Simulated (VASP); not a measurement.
A run of VASP 6.6.1 is set up as follows.

Contents of INCAR:

```
SYSTEM = Be16H
PREC = Accurate
ENCUT = 520
EDIFF = 1E-7
ISMEAR = -1
SIGMA = 0.05
LREAL = Auto
LASPH = .True.
NELM = 100
ALGO = Fast
ISIF = 2
LWAVE = .False.
LCHARG = .False.
GGA = PE
NBANDS = 30
```

File KPOINTS:

```
regular mesh
0
Gamma
  4 4 3
  0 0 0
```

Contents of POSCAR:

```
Be16H
1.0
   -2.2900000000     -3.9663960000      0.0000000000
    3.4350000000     -1.9831980000      0.0000000000
    0.0000000000      0.0000000000      7.1768600000
Be H
16 1
Direct
    0.7502031192      0.5020428364     -0.0051562940
    0.4867168450      0.3379719287      0.2456784722
    0.7501909194      0.5116678910      0.5058742960
    0.4998123402      0.3345855194      0.7496471995
    0.4983506481     -0.0014471662     -0.0028191995
    0.2502447382      0.8292254587      0.2507996533
    0.4944164792     -0.0054061900      0.5057732769
    0.2501874493      0.8279639764      0.7535169977
    0.2502179500      0.4987164791     -0.0011890994
    0.0137692079      0.3381381328      0.2456591044
    0.2502159873      0.4978208474      0.5019236825
    0.0005804943      0.3345861228      0.7496325691
    0.0020384885     -0.0014378053     -0.0028204535
    0.7501628452      0.8228124936      0.2467402179
    0.0059478357     -0.0054111954      0.5057530731
    0.7501968915      0.8377918141      0.7523122926
    0.7503789879      0.1746657590      0.3122213614
```

Potentials or basis: VASP PAW PBE potentials, release 64 (Be, H).

Command:

```console
$ cat potpaw_PBE.64/Be/POTCAR potpaw_PBE.64/H/POTCAR > POTCAR
$ mpirun -np 1 vasp_std > vasp.out
```

Q: What does it give for the pressure?

A: 0.9 GPa.

Q: Predict the largest force.

A: 0.713 eV/Å.

Stress tensor (GPa, compression positive):
```
 0.33 -0.52  0.01
-0.52 -0.25 -0.01
 0.01 -0.01  2.63
```

Caveat: the k mesh is coarse (spacing up to 0.40 Å⁻¹), so the values aren't converged.
